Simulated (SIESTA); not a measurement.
Al under changes of volume

One of the cells (16.935 Å³/atom); the others are scaled copies at fixed shape and fractional positions:

```xyz
1
Lattice="0.0000 2.0382 2.0382 2.0382 0.0000 2.0382 2.0382 2.0382 0.0000" Properties=species:S:1:pos:R:3 pbc="T T T"
Al    0.0000    0.0000    0.0000
```

- Program: SIESTA 5.4.2
- Functional: PBEsol
- Potentials or basis: PseudoDojo 0.4 standard (PBEsol files)
- Basis: DZP (energy shift 0.003 Ry)
- Grid cutoff: 500 Ry
- Energy shift: 0.003 Ry
- k mesh: 11 × 11 × 11
- Occupations: fermi-dirac, width 0.05 eV
- Spin: no spin polarisation

| volume (Å³/atom) | energy over the lowest point (meV/atom) | pressure (GPa) |
| --- | --- | --- |
| 15.607 | 6.84 | 3.7 |
| 15.939 | ? | ? |
| 16.271 | 0.00 | -0.2 |
| 16.935 | 7.88 | -3.4 |
| 17.267 | 16.32 | -4.7 |
| 17.599 | 27.30 | -5.8 |

Question: What does the run at 15.939 Å³/atom give?

Answer: Energy over the lowest point 1.36 meV/atom; pressure 1.6 GPa.

Worked out: A Birch-Murnaghan fit of order 3 (a polynomial in V^(-2/3)) to the other rows has its minimum at 16.22 Å³/atom with B0 = V·E''(V) = 88 GPa and B' = 4.9. It gives 1.35 meV/atom at 15.939 Å³/atom, against the run's 1.36, and -dE/dV = 1.6 GPa, against 1.6.

Energies are extrapolated to zero smearing.

Caveats: the basis of atomic orbitals isn't converged, which shifts pressures, moduli and gaps.
